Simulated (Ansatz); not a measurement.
# AlAu (Pm-3m) in Ansatz: convergence with k mesh

Aim: find how far k mesh must go before the results for AlAu settle, at PBEsol. This setting moves, with any that are tied to it; all else stays.

All numbers are computed with Ansatz 0.2.0; they aren't measurements. Logs are shortened: lines on timing, memory, paths and dates and some standing lists are left out, and cuts for length are marked.

## Step 1: The structure

The structure is cubic, space group Pm-3m (No. 221). Conventional cell: a = 3.224 Å, b = 3.224 Å, c = 3.224 Å, α = 90.00°, β = 90.00°, γ = 90.00°. Au (site symmetry m-3m) is surrounded by 8 Al at 2.79 Å. Al (site symmetry m-3m) has 8 Au at 2.79 Å as nearest neighbours.

The cell comes from a database or a generator and needn't be the stable form of this composition.

## Step 2: With k mesh 3 × 3 × 3

File input.yaml:

```yaml
crystal:
  lattice:
    - [3.223942, 0.0, 0.0]
    - [0.0, 3.223942, 0.0]
    - [0.0, 0.0, 3.223942]
  atoms:
    - { symbol: Au, position: [0.5, 0.5, 0.5] }
    - { symbol: Al, position: [0.0, 0.0, 0.0] }
hamiltonian:
  xc: pbesol
  pseudopotentials: { kind: paw_fr }
magnetization:
  noncollinear: true
  spin_orbit: true
kpoints:
  mp_grid: { grid: [3, 3, 3] }
scf:
  occupations: { method: cold, width: 0.05 }
output:
  forces: true
  stress: true
  eigenvalues: true
```

Potentials or basis: Ansatz PAW.

Started as:

```bash
$ ansatz run input.yaml --threads 2 --pin off --max-ram 5632MiB --backend cpu --events-out ev --progress --plain --runs-dir out
```

Log:

```text
Warning: RAYON_NUM_THREADS=2 ignored (pool sized by the plan → 2); use --threads N
Engine: ansatz 0.2.0, aarch64-unknown-linux-gnu
Pseudopotentials: kind: paw_fr
Pseudopotential: Au, paw_fr, valence charge 19, recommended cutoff 420 eV (normal), Au.paw.azcp#standard-fr
Pseudopotential: Al, paw_fr, valence charge 3, recommended cutoff 420 eV (normal), Al.paw.azcp#standard-fr
Functional definition: PBEsol
  exchange = pbesol_x
  correlation = pbesol_c
non-collinear run that drives no moment, with spin-orbit: no starting moment large enough to seed its density (crystal.atoms[].spin), no starting occupations that ask for one, no magnetisation constraint and no magnetic field, so the semilocal B_xc is pinned to zero
Crystal: 2 atoms, lattice volume = 33.509 Å³
Basis set: ecut = 420 eV, 691 PW (Γ), exchange–correlation on 48×48×48 points (8 copies of the dense FFT grid, shifted against one another)
Bands: 30, of which v1, the nominal top of the filled ones, is band 22 counted from 1 (21 counted from 0)
Symmetry: 48 space group operations + 48 with time reversal
Magnetic group: BNS 221.93 (UNI 1595), of the structure as read, at distance tolerance 3.2e-5 Å
k-points: 4 of 27
Projection manifold: j_resolved (fully-relativistic pseudo-atomic orbitals)
Non-local potential: Au, projectors of the file, l = 0: 3, l = 1: 4, l = 2: 4, l = 3: 2
Non-local potential: Al, projectors of the file, l = 0: 2, l = 1: 4, l = 2: 2
PAW form: soft (Blöchl's): semilocal exchange-correlation on the pseudo side does not see the compensation charge
PAW frozen core: Au, regenerated for the run's functional, and the local potential with it (the file was generated under x = pbe(κ = 0.804, μ = 0.2195149727645171), c = pbe(β = 0.06672455060314922))
PAW frozen core: Al, regenerated for the run's functional, and the local potential with it (the file was generated under x = pbe(κ = 0.804, μ = 0.2195149727645171), c = pbe(β = 0.06672455060314922))
PAW one-centre angular grid: Au, 590 points (default); XC on 64 Gauss nodes
PAW one-centre angular grid: Al, 110 points (default); XC on 64 Gauss nodes
[... 18 lines left out ...]
  site 1: m = (+0.0000, +0.0000, +0.0000) μB, |m| = 0.0000 μB  (R = 1.15 Å)
Free energy (F): -13568.578483 eV
Harris-Foulkes:  -13568.578483 eV  (|F-HF|=4.83e-8)
Internal energy: -13568.574596 eV  (E = F + TS)
E sigma→0 (E₀):  -13568.577187 eV
Entropy (-TS):   -0.003886 eV (-1.943 meV/atom)
Fermi energy:    14.970895 eV
--- Per-component energies (eV) ---
  E_band       = -313.598385
  E_kinetic    = 627.735731
  E_local      = -2464.146197  (includes V_loc(G=0)·N_el)
  E_nonlocal   = 71.153803
  E_hartree    = 1058.505652
  E_xc         = -267.298492
  E_vxc        = -305.569487  (∫ρ·V_xc dr)
  E_paw        = -10046.245401  (= ΣΔE_a)
  E_vpaw       = -359.769575  (= ΣTr[D̂ρ^β])
  E_aug_tail   = 0.001269  (compensation charges beyond the density's cutoff)
  E_ewald      = -2548.615092
  E_core_change = 0.334129  (= ΣΔE_core)
  E_smearing   = -0.003886  (= −TS)
  E_closure    = 0.000000  (closes the sum)
  Σ components = -13568.578483   (vs F -13568.578483, Δ=0.00e0)
--- Forces (eV/Å), atoms counted from 1 ---
  atom   1  Au     0.00000000     0.00000000     0.00000000
  atom   2  Al     0.00000000    -0.00000000     0.00000000
  max |Σ_I F_I| component: 1.84e-29 eV/Å
--- Stress (GPa, compression-positive) ---
       -3.054623       0.000000       0.000000
       -0.000000      -3.054623       0.000000
        0.000000       0.000000      -3.054623
  P = ⅓ Tr σ = -3.0546 GPa (-30.546 kbar)
--- Band table (eV) ---
  k-point 0: bands = ["-91.6395", "-91.6395", "-55.3855", "-55.3855", "-38.7522", "-38.7522", "-38.7522", "-38.7522", "3.7729", "3.7729", "8.1511", "8.1511", "8.1511", "8.1511", "10.2432", "10.2432", "10.2432", "10.2432", "10.9818", "10.9818", "17.3061", "17.3061", "18.1700", "18.1700", "18.1700", "18.1700", "21.7522", "21.7522", "22.4878", "22.4878"]
  k-point 1: bands = ["-91.6390", "-91.6390", "-55.3880", "-55.3880", "-38.7726", "-38.7726", "-38.7497", "-38.7497", "5.4600", "5.4600", "8.3209", "8.3209", "8.3384", "8.3384", "9.5377", "9.5377", "9.9536", "9.9536", "10.7214", "10.7214", "12.7690", "12.7690", "19.9263", "19.9263", "20.5745", "20.5745", "21.2455", "21.2455", "22.9366", "22.9366"]
  k-point 2: bands = ["-91.6386", "-91.6386", "-55.3904", "-55.3904", "-38.7812", "-38.7812", "-38.7586", "-38.7586", "6.7043", "6.7043", "8.0043", "8.0043", "8.9402", "8.9402", "9.6625", "9.6625", "10.2572", "10.2572", "10.3129", "10.3129", "13.5385", "13.5385", "14.9471", "14.9471", "18.9435", "18.9435", "21.9427", "21.9427", "23.6620", "23.6620"]
  k-point 3: bands = ["-91.6381", "-91.6381", "-55.3928", "-55.3928", "-38.7786", "-38.7786", "-38.7784", "-38.7784", "7.3482", "7.3482", "8.0273", "8.0273", "8.7714", "8.7714", "9.8715", "9.8715", "10.5272", "10.5272", "10.9623", "10.9623", "15.7470", "15.7470", "15.8526", "15.8526", "16.0277", "16.0277", "19.3406", "19.3406", "20.8628", "20.8628"]
```

Run time: 0.94 s. Hardware: 2 threads of Arm Neoverse V1, shared host; peak memory 0.31 GiB.

Results:

```
Free energy            : -13568.5785 eV
Pressure               : -3.1 GPa
Band gap on the k mesh : none (metal or under the smearing width)
```

## Step 3: With k mesh 4 × 4 × 4

Edit input.yaml of step 2 so:

```diff
@@ -15,3 +15,3 @@
 kpoints:
-  mp_grid: { grid: [3, 3, 3] }
+  mp_grid: { grid: [4, 4, 4] }
 scf:
```

Potentials or basis: Ansatz PAW.

Started as:

```bash
$ ansatz run input.yaml --threads 2 --pin off --max-ram 5632MiB --backend cpu --events-out ev --progress --plain --runs-dir out
```

Run time: 1.3 s. Hardware: 2 threads of Arm Neoverse V1, shared host; peak memory 0.33 GiB.

Results:

```
Free energy            : -13568.9177 eV
Pressure               : -9.1 GPa
Band gap on the k mesh : 0.34 eV
```

## Step 4: With k mesh 5 × 5 × 5

Edit input.yaml of step 3 so:

```diff
@@ -15,3 +15,3 @@
 kpoints:
-  mp_grid: { grid: [4, 4, 4] }
+  mp_grid: { grid: [5, 5, 5] }
 scf:
```

Started as:

```bash
$ ansatz run input.yaml --threads 2 --pin off --max-ram 5632MiB --backend cpu --events-out ev --progress --plain --runs-dir out
```

Run time: 1.4 s. Hardware: 2 threads of Arm Neoverse V1, shared host; peak memory 0.33 GiB.

What came out:

| Quantity | Value |
| --- | --- |
| Free energy | -13568.9235 eV |
| Pressure | -4.3 GPa |
| Band gap on the k mesh | none (metal or under the smearing width) |

## Step 5: With k mesh 6 × 6 × 6

Edit input.yaml of step 4 so:

```diff
@@ -15,3 +15,3 @@
 kpoints:
-  mp_grid: { grid: [5, 5, 5] }
+  mp_grid: { grid: [6, 6, 6] }
 scf:
```

Started as:

```bash
$ ansatz run input.yaml --threads 2 --pin off --max-ram 5632MiB --backend cpu --events-out ev --progress --plain --runs-dir out
```

It took 2.1 s on 2 threads of Arm Neoverse V1, shared host; peak memory 0.36 GiB.

Results:

```
Free energy            : -13568.9994 eV
Pressure               : -6.2 GPa
Band gap on the k mesh : none (metal or under the smearing width)
```

## Step 6: With k mesh 7 × 7 × 7

Edit input.yaml of step 5 so:

```diff
@@ -15,3 +15,3 @@
 kpoints:
-  mp_grid: { grid: [6, 6, 6] }
+  mp_grid: { grid: [7, 7, 7] }
 scf:
```

Potentials or basis: Ansatz PAW.

Started as:

```bash
$ ansatz run input.yaml --threads 2 --pin off --max-ram 5632MiB --backend cpu --events-out ev --progress --plain --runs-dir out
```

Run time: 2.2 s. Hardware: 2 threads of Arm Neoverse V1, shared host; peak memory 0.36 GiB.

The run converged. Its results:

```
Free energy            : -13568.9961 eV
Pressure               : -6.8 GPa
Band gap on the k mesh : none (metal or under the smearing width)
```

## Step 7: With k mesh 9 × 9 × 9

Edit input.yaml of step 6 so:

```diff
@@ -15,3 +15,3 @@
 kpoints:
-  mp_grid: { grid: [7, 7, 7] }
+  mp_grid: { grid: [9, 9, 9] }
 scf:
```

Started as:

```bash
$ ansatz run input.yaml --threads 2 --pin off --max-ram 5632MiB --backend cpu --events-out ev --progress --plain --runs-dir out
```

Run time: 3.3 s. Hardware: 2 threads of Arm Neoverse V1, shared host; peak memory 0.39 GiB.

The run converged. Its results:

```
Free energy            : -13568.9777 eV
Pressure               : -6.4 GPa
Band gap on the k mesh : none (metal or under the smearing width)
```

## Step 8: With k mesh 11 × 11 × 11

Edit input.yaml of step 7 so:

```diff
@@ -15,3 +15,3 @@
 kpoints:
-  mp_grid: { grid: [9, 9, 9] }
+  mp_grid: { grid: [11, 11, 11] }
 scf:
```

Started as:

```bash
$ ansatz run input.yaml --threads 2 --pin off --max-ram 5632MiB --backend cpu --events-out ev --progress --plain --runs-dir out
```

Run time: 4.8 s. Hardware: 2 threads of Arm Neoverse V1, shared host; peak memory 0.41 GiB.

The run converged. Its results:

```
Free energy            : -13568.9770 eV
Pressure               : -5.9 GPa
Band gap on the k mesh : none (metal or under the smearing width)
```

## Step 9: With k mesh 13 × 13 × 13

Edit input.yaml of step 8 so:

```diff
@@ -15,3 +15,3 @@
 kpoints:
-  mp_grid: { grid: [11, 11, 11] }
+  mp_grid: { grid: [13, 13, 13] }
 scf:
```

Potentials or basis: Ansatz PAW.

Started as:

```bash
$ ansatz run input.yaml --threads 2 --pin off --max-ram 5632MiB --backend cpu --events-out ev --progress --plain --runs-dir out
```

Wall time 6.8 s (2 threads of Arm Neoverse V1, shared host); peak memory 0.45 GiB.

Results (log left out):

* Free energy: -13568.9754 eV
* Pressure: -6.0 GPa
* Band gap on the k mesh: none (metal or under the smearing width)

## Step 10: Result

| k mesh | energy less the tightest run, at zero smearing (meV/atom) | pressure (GPa) | gap on the mesh (eV) | SCF cycles | CPU time (s) | peak memory (GiB) |
| --- | --- | --- | --- | --- | --- | --- |
| 3 × 3 × 3 | 199.23 | -3.05 | 0.000 | 7 | 1.5 | 0.31 |
| 4 × 4 × 4 | 28.99 | -9.12 | 0.340 | 7 | 2.2 | 0.33 |
| 5 × 5 × 5 | 26.39 | -4.26 | 0.000 | 8 | 2.4 | 0.33 |
| 6 × 6 × 6 | -11.81 | -6.18 | 0.000 | 8 | 3.9 | 0.36 |
| 7 × 7 × 7 | -10.22 | -6.76 | 0.000 | 8 | 4 | 0.36 |
| 9 × 9 × 9 | -0.98 | -6.35 | 0.000 | 8 | 6.3 | 0.39 |
| 11 × 11 × 11 | -0.60 | -5.95 | 0.000 | 8 | 9.3 | 0.41 |
| 13 × 13 × 13 | 0.00 | -5.96 | 0.000 | 8 | 13 | 0.45 |

Against the tightest run, the energy stays within 1 meV/atom from 9 × 9 × 9 on; the pressure stays within 0.1 GPa from 11 × 11 × 11 on; the gap on the mesh stays within 0.01 eV from 5 × 5 × 5 on. Meshes of other sizes hit other points, so gaps and Fermi surfaces needn't settle smoothly. The tightest run that finished is the yardstick and may itself not be fully converged.

Caveats: the PAW data sets come from PBE, with cores solved anew for the run's functional, which leaves a small shift of forces and pressure.
